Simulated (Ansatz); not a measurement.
# From the elastic tensor of GaN at 15 GPa (stress–strain coefficients) to moduli and sound speeds

Computed with DFT PBE, scalar-relativistic, plane waves, PAW (Ansatz 0.2.0). Cutoff 420 eV, 12×12×6 k-points (Γ-centred), fixed occupations. No spin polarisation.

Symmetry: P6_3mc, No. 186, hexagonal system. The conventional cell has a = 3.140 Å, b = 3.140 Å, c = 5.116 Å, α = 90.00°, β = 90.00°, γ = 120.00°. Ga (site symmetry 3m) has 4 N at 1.92 to 1.93 Å as nearest neighbours. N (site symmetry 3m) is surrounded by 4 Ga at 1.92 to 1.93 Å.

Relaxed-ion constants (GPa, on the Cartesian axes of the calculation):
C11 = 389.3, C12 = 178.1, C13 = 138.4, C22 = 389.3, C23 = 138.4, C33 = 432.7, C44 = 89.3, C55 = 89.3, C66 = 105.6 GPa; the others vanish.

Density 6.366 g/cm³; 4 atoms in 43.68 Å³.

The values that follow are for a polycrystal of randomly turned grains, by Hill's mean where one number stands.

With S = C⁻¹: B_V = (C11+C22+C33+2(C12+C13+C23))/9, G_V = (C11+C22+C33−C12−C13−C23+3(C44+C55+C66))/15, 1/B_R = S11+S22+S33+2(S12+S13+S23), 15/G_R = 4(S11+S22+S33−S12−S13−S23)+3(S44+S55+S66); Hill is their mean. Then v_l = √((B+4G/3)/ρ), v_t = √(G/ρ), v_m = [(2/v_t³+1/v_l³)/3]^(−1/3) and Θ = (ħ/k_B)·v_m·(6π²n/V)^(1/3) for n atoms in the volume V; E = 9BG/(3B+G), ν = (3B−2G)/(2(3B+G)) and A^U = 5G_V/G_R + B_V/B_R − 6.

- Bulk modulus, Voigt / Reuss / Hill: 235.7 / 235.7 / 235.7 GPa
- Shear modulus, Voigt / Reuss / Hill: 107.3 / 103.8 / 105.5 GPa
- Young's modulus: 275 GPa
- Poisson ratio: 0.305
- Pugh ratio B/G: 2.23
- Universal anisotropy index: 0.17
- Longitudinal and transverse sound speeds: 7689 and 4071 m/s
- Debye temperature from the mean sound speed: 611 K

Cost: 1 run of about 2.8 core-minutes, on AMD EPYC 9R45 (Zen 5) (shared hosts).

Compressed GaN resists a change of volume far more than a change of shape: the bulk modulus is 235.7 GPa, the Hill shear modulus only 105.5 GPa. In a tetrahedral network, uniform compression must shorten the stiff, polar-covalent Ga–N bonds, whereas shear can be taken up largely by bending bond angles. Pressure generally stiffens the first response much more than the second, which probably contributes to the high B/G of 2.23. That ratio is therefore poor evidence of ductility in a material whose directional bonds hinder dislocation motion.

C33 exceeds C11, as expected with one set of bonds lying along c, yet the Voigt and Reuss bulk moduli coincide. The larger C12 offsets the smaller C11, so further hydrostatic compression would shrink a and c almost equally. The modest anisotropy thus resides in shear, with C44 below C66. The tensor is positive definite, so the crystal withstands small homogeneous strains at this pressure, but this does not establish its stability relative to the rocksalt phase.
